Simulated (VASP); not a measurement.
# Te: band structure with PBEsol

The system is Te.

```
Te
1.0
    -1.89210    1.89210    1.89210
     1.89210   -1.89210    1.89210
     1.89210    1.89210   -1.89210
Te
1
Direct
  0.00000 0.00000 0.00000
```

The cell was built by a generator and needn't be a form met in nature.

- Program: VASP 6.6.1
- Task: band structure
- Functional: PBEsol
- Potentials or basis: VASP PAW PBE potentials, release 64 (Te)
- Cutoff: 520 eV
- k mesh: 14 × 14 × 14
- Occupations: methfessel-paxton, width 0.1 eV
- Spin: no spin polarisation
- Further INCAR settings: ALGO = Normal; EDIFF = 1e-07; NBANDS = 9

```
Pressure                : 0.0 GPa
Band gap along the path : none (metal or under the smearing width)
```

Levels at the corners of the path, in eV from the Fermi level:
```
point  band 1  band 2  band 3  band 4  band 5  band 6
    Γ  -14.22    3.32    3.32    3.32   10.08   10.08
    H   -8.46   -3.05   -3.05   -3.05    2.76    2.76
    H   -8.46   -3.05   -3.05   -3.05    2.76    2.76
    N  -10.90   -6.23    0.15    2.18    5.59    6.50
    N  -10.90   -6.23    0.15    2.18    5.59    6.50
    Γ  -14.22    3.32    3.32    3.32   10.08   10.08
    Γ  -14.22    3.32    3.32    3.32   10.08   10.08
    P  -10.21   -3.57   -3.57   -3.57   13.54   13.54
    P  -10.21   -3.57   -3.57   -3.57   13.54   13.54
    H   -8.46   -3.05   -3.05   -3.05    2.76    2.76
    P  -10.21   -3.57   -3.57   -3.57   13.54   13.54
    N  -10.90   -6.23    0.15    2.18    5.59    6.50
```

Core levels (eV, on the scale of the bands):
| atom | levels |
| --- | --- |
| 1 Te | 1s -31608.3, 2s -4835.8, 2p -4339.2, 3s -952.0, 3p -790.6, 3d -546.9, 4s -151.4, 4p -101.5, 4d -28.8 |

Run time: 8.4 s on 1 thread of Intel(R) Xeon(R) 6975P-C (Granite Rapids), with other jobs on the host, peak memory 0.16 GiB.

Caveat: the PAW data sets were made with another functional, which shifts forces and pressure a little; spin-orbit coupling is left out, which moves the levels of the heavy elements.
